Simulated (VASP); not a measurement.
The system is KCl (Sylvite).

```xyz
2
Lattice="0.0000 3.1465 3.1465 3.1465 0.0000 3.1465 3.1465 3.1465 0.0000" Properties=species:S:1:pos:R:3 pbc="T T T"
K     0.0000    0.0000    0.0000
Cl    3.1465    3.1465    3.1465
```

* Program: VASP 6.6.1
* Task: relaxation of cell and atoms
* Functional: PBE
* Potentials or basis: VASP PAW PBE potentials, release 64 (K_sv, Cl)
* Cutoff: 600 eV
* k mesh: 8 × 8 × 8
* Occupations: gaussian, width 0.03 eV
* Spin: no spin polarisation

At the start: pressure 0.8 GPa; volume 31.15 Å³/atom.

Where does the relaxation end?

Over 3 steps the energy falls by 3.5 meV/atom and the volume is 32.57 Å³/atom (+4.6 %); space group Fm-3m (No. 225, to 0.05 Å).

The path:
```
step  energy change (eV)  largest force (eV/Å)  pressure (GPa)  volume (Å³)
   1              0.0000                0.0000            0.82        62.30
   2             -0.0053                0.0000            0.37        63.75
   3             -0.0069                0.0000            0.00        65.15
```

Final structure:
```cif
data_structure
_symmetry_space_group_name_H-M 'P 1'
_symmetry_Int_Tables_number 1
_cell_length_a 4.5165
_cell_length_b 4.5165
_cell_length_c 4.5165
_cell_angle_alpha 60.000
_cell_angle_beta 60.000
_cell_angle_gamma 60.000
_cell_volume 65.15
loop_
_atom_site_label
_atom_site_type_symbol
_atom_site_fract_x
_atom_site_fract_y
_atom_site_fract_z
_atom_site_occupancy
K1 K 0.00000 0.00000 0.00000 1
Cl1 Cl 0.50000 0.50000 0.50000 1
```
